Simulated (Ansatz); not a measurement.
CsPbI$_{3}$ (cubic perovskite)

```
CsPbI3
1.0
    6.39047     0.00000     0.00000
    0.00000     6.39047     0.00000
    0.00000     0.00000     6.39047
Cs Pb I
1 1 3
Direct
  0.00000   0.00000   0.00000
  0.50000   0.50000   0.50000
  0.00000   0.50000   0.50000
  0.50000   0.50000   0.00000
  0.50000   0.00000   0.50000
```

Equation-of-state scan: isotropic scaling of the cell above, V₀ being its volume. Symmetry pins the atoms to their sites.

The numbers are results of PBE (plane waves to 420 eV, PAW, scalar-relativistic; Ansatz, a first-principles code), not measurements. k mesh 5×5×5 (Γ-centred), Fermi-Dirac smearing 0.05 eV. Energies are smeared free energies. CsPbI3 was relaxed with its symmetry unable to fall. Spin-orbit coupling is left out, though I and Pb are heavy. This is a high-temperature form of CsPbI3. The zero of ΔE is the relaxed starting cell.

What ΔE (kJ/mol of atoms) does the calculation give at V/V₀ = 0.940, 0.952, 0.976, 1.012, 1.024, 1.036, 1.048, 1.060?


| V/V₀ | ΔE (kJ/mol of atoms) |
|---|---|
| 0.940 | 0.94 |
| 0.952 | 0.59 |
| 0.976 | 0.14 |
| 1.012 | 0.03 |
| 1.024 | 0.13 |
| 1.036 | 0.28 |
| 1.048 | 0.49 |
| 1.060 | 0.74 |

(A scan under strain: stresses follow from slopes of the energy per volume, elastic moduli from its curvatures.)
